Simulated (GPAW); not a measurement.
Wanted: an ASE script for a GPAW 26.7.0 run.

| Property | Result |
| --- | --- |
| Task | band structure |
| Functional | LDA |
| Potentials or basis | the program's PAW data sets (release 1.2.1) made for this functional |
| Cutoff | 600 eV |
| Basis | pw |
| k mesh | 7 × 7 × 9 |
| Occupations | fermi-dirac, width 0.05 eV |
| Spin | no spin polarisation |
| Maxiter | 150 |
| Band path | GXMGZRAZ,XR,MA |
| Band points | 100 |

The system is Al2Cu.

```
Cu Al
1.0
     4.10518    0.00000    0.00000
     0.00000    4.10518    0.00000
     0.00000    0.00000    2.89131
Cu Al
1 2
Direct
  0.00000 0.00000 0.00000
  0.00000 0.50000 0.50000
  0.50000 0.00000 0.50000
```

The cell comes from a database or a generator and needn't be the stable form of this composition.

These files were run (other wordings do the same):

run.py

```python
from ase import Atoms
from ase.dft.bandgap import bandgap
from ase.io import write
from ase.units import GPa
from gpaw import GPAW, PW

atoms = Atoms(['Cu', 'Al', 'Al'],
              cell=[[4.105182, 0.0, 0.0],
                    [0.0, 4.105182, 0.0],
                    [0.0, 0.0, 2.891313]],
              scaled_positions=[[0.0, 0.0, 0.0],
                                [0.0, 0.5, 0.5],
                                [0.5, 0.0, 0.5]],
              pbc=True)

calc = GPAW(mode=PW(600),
            xc='LDA',
            kpts={'size': (7, 7, 9), 'gamma': True},
            occupations={'name': 'fermi-dirac', 'width': 0.05},
            nbands=20,
            convergence={'density': 1e-05, 'energy': 1e-05},
            maxiter=150,
            txt='gpaw.txt')
atoms.calc = calc
energy = atoms.get_potential_energy()
forces = atoms.get_forces()
stress = atoms.get_stress()
calc.write('gs.gpw')
write('result.traj', atoms)
print(f'Energy: {energy:.6f} eV')
print('Forces (eV/A):')
print(forces.round(4))
print('Stress (GPa):', (stress / GPa).round(3))
print('Fermi level:', round(calc.get_fermi_level(), 4), 'eV')
print(f'Gap: {bandgap(calc)[0]:.4f} eV, direct: {bandgap(calc, direct=True)[0]:.4f} eV')

path = atoms.cell.bandpath('GXMGZRAZ,XR,MA', npoints=100, eps=1e-4)
bs_calc = calc.fixed_density(kpts=path, symmetry='off', nbands=32,
                             convergence={'bands': 'CBM+6.0', 'eigenstates': 1e-6}, txt='bands.txt')
bs = bs_calc.band_structure()
bs.write('bs.json')
print(f'Gap on the path: {bandgap(bs_calc)[0]:.4f} eV')
```

Potentials or basis: the program's PAW data sets (release 1.2.1) made for this functional, pw.

Command:

```sh
$ OMP_NUM_THREADS=1 python run.py
```

It gave:

| Quantity | Value |
| --- | --- |
| Pressure | -4.7 GPa |
| Band gap along the path | none (metal or under the smearing width) |

Caveat: with this Cu data set, volumes or pressures lay over 1.5 % or 2 GPa off other programs in two to four cells of ten.

Run time: 77 s on 1 thread of Arm Neoverse V1 (shared host), peak memory 0.32 GiB.
